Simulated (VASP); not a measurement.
# CdSe (Cadmoselite) (P6_3mc) in VASP: a series of runs, part 3 of 3

VASP 6.6.1.

**5. Single point, PBE, spin-orbit coupling, no magnetisation**

INCAR

```
  PREC = Accurate
  ENCUT = 350
  EDIFF = 1E-7
  ISMEAR = 0
  SIGMA = 0.02
  LREAL = F
  LASPH = T
  NELM = 100
  ALGO = Normal
  ISIF = 2
  LWAVE = F
  LCHARG = F
  MAGMOM = 0 0 0 0 0 0 0 0 0 0 0 0
  LORBIT = 11
  LSORBIT = T
  GGA_COMPAT = F
  GGA = PE
  NBANDS = 52
```

KPOINTS

```
regular mesh
0
Gamma
  5 5 3
```

POSCAR

```
CdSe
1.0
    4.3000000000      0.0000000000      0.0000000000
   -2.1500000000      3.7239092363      0.0000000000
    0.0000000000      0.0000000000      7.0200000000
Cd Se
2 2
Direct
    0.6666666667      0.3333333333      0.5000000000
    0.3333333333      0.6666666667      0.0000000000
    0.6666666667      0.3333333333      0.8850000000
    0.3333333333      0.6666666667      0.3850000000
```

Potentials or basis: VASP PAW PBE potentials, release 64 (Cd, Se).

On the command line:

```
$ cat potpaw_PBE.64/Cd/POTCAR potpaw_PBE.64/Se/POTCAR > POTCAR
$ mpirun -np 1 vasp_ncl > vasp.out
```

OUTCAR:

```text
PREC = Accurate
   ENCUT = 350
   EDIFF = 1E-7
   ISMEAR = 0
   LREAL = F
   LASPH = T
   NELM = 100
   ISIF = 2
   LORBIT = 11
   LSORBIT = T
   GGA = PE

 Found     15 irreducible k-points:

 Following reciprocal coordinates:
            Coordinates               Weight
  0.000000  0.000000  0.000000      1.000000
  0.200000  0.000000  0.000000      6.000000
  0.400000  0.000000  0.000000      6.000000
  0.200000  0.200000  0.000000      6.000000
  0.400000  0.200000  0.000000      6.000000
  0.000000  0.000000  0.333333      1.000000
   k-points           NKPTS =     15   k-points in BZ     NKDIM =     15   number of bands    NBANDS=     52
   number of dos      NEDOS =    301   number of ions     NIONS =      4
   total plane-waves  NPLWV =  37632
   dimension x,y,z NGX =    28 NGY =   28 NGZ =   48
   dimension x,y,z NGXF=    56 NGYF=   56 NGZF=   96
   ions per type =               2   2
   NGX,Y,Z   is equivalent  to a cutoff of  10.83, 10.83, 11.37 a.u.
   NGXF,Y,Z  is equivalent  to a cutoff of  21.65, 21.65, 22.73 a.u.
 SYSTEM =  unknown system
   PREC   = accura    normal or accurate (medium, high low for compatibility)
   ISTART =      0    job   : 0-new  1-cont  2-samecut
   ICHARG =      2    charge: 1-file 2-atom 10-const
   ISPIN  =      1    spin polarized calculation?
   LNONCOLLINEAR =      T non collinear calculations
   LSORBIT =      T    spin-orbit coupling
   LASPH  =      T    aspherical Exc in radial PAW
   ENCUT  =  350.0 eV  25.72 Ry    5.07 a.u.   6.56  6.56 10.71*2*pi/ulx,y,z
   NELM   =    100;   NELMIN=  2; NELMDL= -5     # of ELM steps
   EDIFF  = 0.1E-06   stopping-criterion for ELM
   LREAL  =      F    real-space projection
   EDIFFG = 0.1E-05   stopping-criterion for IOM
   NSW    =      0    number of steps for IOM
   IBRION =     -1    ionic relax: 0-MD 1-quasi-New 2-CG
   NFREE  =      0    steps in history (QN), initial steepest desc. (CG)
   ISIF   =      2    stress and relaxation
   ISYM   =      2    0-nonsym 1-usesym 2-fastsym
   POTIM  = 0.5000    time-step for ionic-motion
[... 383 lines left out ...]
     -0.00000      2.48261      0.00000         0.000000      0.000000      0.294381
      2.15000      1.24130      6.21270        -0.000000      0.000000     -0.294381
     -0.00000      2.48261      2.70270        -0.000000     -0.000000     -0.294381
 -----------------------------------------------------------------------------------
    total drift:                               -0.000000      0.000000      0.000125

  FREE ENERGIE OF THE ION-ELECTRON SYSTEM (eV)
  ---------------------------------------------------
  free  energy   TOTEN  =       -10.9770685999 eV

  energy  without entropy=      -10.9770685999  energy(sigma->0) =      -10.97706860

 Spin-Orbit-Coupling matrix elements

 Ion:    1  E_soc:     -0.0580256
 l=   1
     0.0000000    -0.0026810    -0.0028621
    -0.0026810     0.0000000    -0.0026810
    -0.0028621    -0.0026810     0.0000000
 l=   2
     0.0000000    -0.0013814     0.0000000    -0.0013814    -0.0055797
    -0.0013814     0.0000000    -0.0041588    -0.0013657    -0.0013814
     0.0000000    -0.0041588     0.0000000    -0.0041588     0.0000000
    -0.0013814    -0.0013657    -0.0041588     0.0000000    -0.0013814
    -0.0055797    -0.0013814     0.0000000    -0.0013814     0.0000000
 l=   3
     0.0000000     0.0000000     0.0000000     0.0000000     0.0000000     0.0000000     0.0000000
     0.0000000     0.0000000     0.0000000     0.0000000     0.0000000     0.0000000     0.0000000
     0.0000000     0.0000000     0.0000000     0.0000000     0.0000000     0.0000000     0.0000000
     0.0000000     0.0000000     0.0000000     0.0000000     0.0000000     0.0000000     0.0000000
[... 49 lines left out ...]
 l=   2
     0.0000000    -0.0000009     0.0000000    -0.0000009    -0.0000079
    -0.0000009     0.0000000    -0.0000051    -0.0000001    -0.0000009
     0.0000000    -0.0000051     0.0000000    -0.0000051     0.0000000
    -0.0000009    -0.0000001    -0.0000051     0.0000000    -0.0000009
    -0.0000079    -0.0000009     0.0000000    -0.0000009     0.0000000
 l=   3
     0.0000000     0.0000000     0.0000000     0.0000000     0.0000000     0.0000000     0.0000000
     0.0000000     0.0000000     0.0000000     0.0000000     0.0000000     0.0000000     0.0000000
     0.0000000     0.0000000     0.0000000     0.0000000     0.0000000     0.0000000     0.0000000
     0.0000000     0.0000000     0.0000000     0.0000000     0.0000000     0.0000000     0.0000000
     0.0000000     0.0000000     0.0000000     0.0000000     0.0000000     0.0000000     0.0000000
     0.0000000     0.0000000     0.0000000     0.0000000     0.0000000     0.0000000     0.0000000
     0.0000000     0.0000000     0.0000000     0.0000000     0.0000000     0.0000000     0.0000000

 total charge

# of ion       s       p       d       tot
------------------------------------------
    1        0.444   0.317   9.540  10.301
    2        0.444   0.317   9.540  10.301
    3        1.443   2.401   0.022   3.866
    4        1.443   2.401   0.022   3.866
--------------------------------------------------
tot          3.774   5.436  19.124  28.335

 magnetization (x)

# of ion       s       p       d       tot
------------------------------------------
    1       -0.000  -0.000   0.000  -0.000
    2       -0.000   0.000   0.000  -0.000
    3        0.000   0.000   0.000   0.000
    4        0.000  -0.000  -0.000  -0.000
--------------------------------------------------
tot         -0.000  -0.000   0.000  -0.000

 magnetization (y)

# of ion       s       p       d       tot
------------------------------------------
    1        0.000   0.000  -0.000  -0.000
    2       -0.000   0.000  -0.000  -0.000
    3        0.000   0.000   0.000   0.000
    4        0.000   0.000   0.000   0.000
--------------------------------------------------
tot         -0.000   0.000  -0.000  -0.000

 magnetization (z)

# of ion       s       p       d       tot
------------------------------------------
    1       -0.000  -0.000   0.000  -0.000
    2        0.000   0.000  -0.000   0.000
    3        0.000  -0.000   0.000  -0.000
    4        0.000   0.000   0.000   0.000
--------------------------------------------------
tot          0.000  -0.000   0.000  -0.000
```

OSZICAR:

```text
N       E                     dE             d eps       ncg     rms          rms(c)
DAV:   1     0.200859234502E+03    0.20086E+03   -0.13770E+04  1576   0.922E+02
DAV:   2    -0.432770630634E+00   -0.20129E+03   -0.19468E+03  1772   0.274E+02
DAV:   3    -0.116390721712E+02   -0.11206E+02   -0.11131E+02  1804   0.646E+01
DAV:   4    -0.117397312557E+02   -0.10066E+00   -0.10056E+00  1696   0.573E+00
DAV:   5    -0.117403964384E+02   -0.66518E-03   -0.66515E-03  1752   0.438E-01    0.933E+00
DAV:   6    -0.110141280376E+02    0.72627E+00   -0.11235E+00  1820   0.108E+01    0.727E+00
DAV:   7    -0.109802217085E+02    0.33906E-01   -0.57687E-01  1644   0.390E+00    0.261E+00
DAV:   8    -0.109765097271E+02    0.37120E-02   -0.59975E-02  1620   0.240E+00    0.762E-01
DAV:   9    -0.109766132734E+02   -0.10355E-03   -0.42023E-03  1660   0.510E-01    0.248E-01
DAV:  10    -0.109768861385E+02   -0.27287E-03   -0.15423E-03  1656   0.383E-01    0.640E-02
DAV:  11    -0.109770652649E+02   -0.17913E-03   -0.52876E-04  1620   0.259E-01    0.663E-02
DAV:  12    -0.109770714168E+02   -0.61518E-05   -0.75711E-05  1676   0.657E-02    0.121E-02
DAV:  13    -0.109770674505E+02    0.39663E-05   -0.15319E-05  1688   0.274E-02    0.440E-03
DAV:  14    -0.109770685236E+02   -0.10731E-05   -0.37810E-06  1632   0.111E-02    0.325E-03
DAV:  15    -0.109770685999E+02   -0.76296E-07   -0.22697E-07  1508   0.447E-03
   1 F= -.10977069E+02 E0= -.10977069E+02  d E =-.162137E-17  mag=     0.0000    -0.0000    -0.0000
```

stdout:

```text
POSCAR found type information on POSCAR CdSe
 POSCAR found :  2 types and       4 ions
 scaLAPACK will be used
 LDA part: xc-table for (Slater+PW92), standard interpolation
 POSCAR, INCAR and KPOINTS ok, starting setup
 FFT: planning ... GRIDC
 FFT: planning ... GRID_SOFT
 FFT: planning ... GRID
 WAVECAR not read
 entering main loop
```

It took 92 s on 1 thread of Intel Xeon 6975P-C (Granite Rapids), shared host; peak memory 0.35 GiB.

The run converged, but some of its settings lie outside the range that counts as converged, so its numbers aren't taken as properties of the crystal.

What came out:

```
Free energy                                           : -10.9771 eV
Pressure                                              : 3.0 GPa
Largest force                                         : 0.294 eV/Å
Valence electrons inside the program's atomic spheres : Cd 10.30; Se 3.87
```

**6. Single point, PBE, spin-orbit coupling, no magnetisation**

Edit INCAR of step 5 so:

```diff
@@ -1,3 +1,3 @@
   PREC = Accurate
-  ENCUT = 350
+  ENCUT = 250
   EDIFF = 1E-7
```

KPOINTS

```
regular mesh
0
Gamma
  6 6 4
```

POSCAR is that of step 5.

Potentials or basis: VASP PAW PBE potentials, release 64 (Cd, Se).

On the command line:

```
$ cat potpaw_PBE.64/Cd/POTCAR potpaw_PBE.64/Se/POTCAR > POTCAR
$ mpirun -np 1 vasp_ncl > vasp.out
```

It took 80 s on 1 thread of Intel Xeon 6975P-C (Granite Rapids), shared host; peak memory 0.27 GiB.

The run converged, but a check on its numbers failed (symmetry, net force, bounds or a known fault of this set-up), so they aren't taken as properties of the crystal.

Caveat: the cutoff lies under the usual one of these potentials, so the numbers hold a large basis-set error.

**7. The reference run**

An earlier run on the cell as given: functional PBE; potentials or basis VASP PAW PBE potentials, release 64 (Cd, Se); cutoff 520 eV; k mesh 7 × 7 × 4; occupations fermi-dirac, width 0.05 eV; no spin polarisation.

* Pressure: 3.3 GPa
* Largest force: 0.291 eV/Å
* Band gap on the k mesh: 0.70 eV, direct
